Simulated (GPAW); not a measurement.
Co:

```
Co
1.0
     2.48736    0.00000    0.00000
    -1.24368    2.15412    0.00000
     0.00000    0.00000    4.06329
Co
2
Direct
  0.33333 0.66667 0.74014
  0.66667 0.33333 0.25986
```

Base run:

* Program: GPAW 26.7.0
* Functional: PBEsol
* Potentials or basis: PAW data sets generated in the run's folder for this functional
* Cutoff: 600 eV
* Basis: pw
* k mesh: 12 × 12 × 7
* Occupations: fermi-dirac, width 0.05 eV
* Spin: collinear spin, ferromagnetic start
* Starting moments: [2.0, 2.0] μB

Its results: pressure -9.0 GPa; net moment 3.26 μB per cell; site moments Co +1.70 μB; largest force 0.480 eV/Å.

**Question.** The run is repeated on the same cell with these changes: k mesh from 12 × 12 × 7 to 10 × 10 × 5. What comes out?

**Answer.** Pressure -8.4 GPa; net moment 3.34 μB per cell; site moments Co +1.73 μB; largest force 0.461 eV/Å.

Not every run made on this cell is shown here.
